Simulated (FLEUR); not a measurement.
Runs of FLEUR MaX-R8.1 (later development tree) on BN. The structure is cubic, space group F-43m (No. 216). The conventional cell has a = 3.626 Å, b = 3.626 Å, c = 3.626 Å, α = 90.00°, β = 90.00°, γ = 90.00°. N (site symmetry -43m) is surrounded by 4 B at 1.57 Å. B (site symmetry -43m) has 4 N at 1.57 Å as nearest neighbours. The cell is a database's computed one.

```tsv
task	level	gmax	muffin-tin radii	max iterations	mixing factor	mixer	kmax	gap on the mesh (eV)	V0 of scaled cells (Å³/atom)	B0 (GPa)
band structure	PBE	16.3 1/bohr	N 1.37, B 1.37 bohr	60	0.05	Anderson	5.26 1/bohr	4.53	-	-
equation of state	RPBE	16.8 1/bohr	N 1.33, B 1.33 bohr	-	-	-	5.41 1/bohr	-	6.05	358
single point	PBE	16.3 1/bohr	N 1.33, B 1.33 bohr	60	0.05	Anderson	5.26 1/bohr	4.53	-	-
band structure	RPBE	16.3 1/bohr	N 1.37, B 1.37 bohr	60	0.05	Anderson	5.26 1/bohr	4.73	-	-
equation of state	PBE	16.3 1/bohr	N 1.33, B 1.33 bohr	-	-	-	5.26 1/bohr	-	(c)	371
band structure	SCAN	16.3 1/bohr	N 1.37, B 1.37 bohr	60	0.05	Anderson	5.26 1/bohr	(b)	-	-
equation of state	RPBE	16.3 1/bohr	N 1.33, B 1.33 bohr	-	-	-	5.26 1/bohr	-	6.05	(a)
equation of state	SCAN	16.8 1/bohr	N 1.33, B 1.33 bohr	-	-	-	5.41 1/bohr	-	5.86	396
```

Alike in all rows: potentials or basis all-electron, FLAPW; no spin polarisation; cell as given; k mesh 13 × 13 × 13; smearing fermi-dirac 0.05 eV.

Question: Estimate the missing entries.

Answer: (a) 359; (b) 5.04; (c) 5.95.

Caveats: the meta-GGA is that of a development version, with a GGA for the radial functions and cores and without core tails (some runs); an odd mesh through Γ misses points on the zone boundary, where band edges often lie (some runs).

Not every run made on this cell is shown here.
